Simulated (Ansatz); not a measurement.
# Sc under changes of volume

One of the cells (25.253 Å³/atom); the others are scaled copies at fixed shape and fractional positions:

```
CELL_PARAMETERS angstrom
-1.91721 1.91721 1.71760
1.91721 -1.91721 1.71760
1.91721 1.91721 -1.71760
ATOMIC_POSITIONS crystal
Sc 0.00000 0.00000 0.00000
```

This isn't the form of Sc at room conditions, which is hcp.

* Program: Ansatz 0.2.0
* Functional: PBE
* Potentials or basis: all-electron LAPW, scalar-relativistic
* Cutoff: 185 eV (chosen from the basis error)
* Basis error allowed: 0.0005 eV/atom
* k mesh: 10 × 10 × 10
* Occupations: fermi-dirac, width 0.05 eV
* Spin: no spin polarisation

```tsv
volume (Å³/atom)	energy over the lowest point (meV/atom)	pressure (GPa)
23.738	8.06	2.6
24.243	2.21	1.3
24.748	0.00	0.2
25.253	1.15	-0.8
25.758	5.38	-1.7
26.264	?	?
26.769	22.17	-3.4
```

What does the run at 26.264 Å³/atom give?

Energy over the lowest point 12.47 meV/atom; pressure -2.6 GPa.

Worked out: A Birch-Murnaghan fit of order 3 (a polynomial in V^(-2/3)) to the other rows has its minimum at 24.82 Å³/atom with B0 = V·E''(V) = 52 GPa and B' = 3.1 at fixed shape and positions, which overstates the stiffness. It gives 12.47 meV/atom at 26.264 Å³/atom, against the run's 12.47, and -dE/dV = -2.7 GPa, against -2.6.

Energies are extrapolated to zero smearing.
